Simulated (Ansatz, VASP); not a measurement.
BN in VASP and in Ansatz

```
CELL_PARAMETERS angstrom
2.55394 0.00000 0.00000
-1.27697 2.21178 0.00000
0.00000 0.00000 4.22685
ATOMIC_POSITIONS crystal
B 0.66667 0.33333 0.99972
B 0.33333 0.66667 0.49972
N 0.66667 0.33333 0.57204
N 0.33333 0.66667 0.07204
```

Change from the starting cell: all N atoms moved -0.225 Å, as atom 3 along Cartesian [0 0 1].

Alike in both runs: task single point; functional PBE; k mesh 12 × 12 × 6; occupations gaussian, width 0.05 eV; no spin polarisation.

```csv
,VASP,Ansatz
version,VASP 6.6.1,Ansatz 0.2.0
potentials or method,"VASP PAW PBE potentials, release 64 (B, N)","scalar-relativistic, plane waves, PAW"
plane-wave cutoff (eV),520,420
valence electrons in the cell,16,16
```

|  | VASP | Ansatz | Ansatz less VASP |
| --- | --- | --- | --- |
| gap on the k mesh at the Fermi level (eV) | 4.42 | 4.43 | +0.008 |
| least direct gap on the mesh (eV) | 6.63 | 6.62 | -0.004 |
| pressure (GPa) | 11.8 | 11.6 | -0.20 |
| largest component of the traceless stress (GPa) | 14.06 | 14.44 | +0.378 |
| rms of the force components (eV/Å) | 1.483 | 1.478 | -0.0057 |

Atom by atom the forces differ by 0.006 eV/Å (rms over components).

Caveats: forces of over 1 eV/Å show positions far from the minimum, so gaps and moduli don't describe the material at rest. A k mesh can miss the band edges.
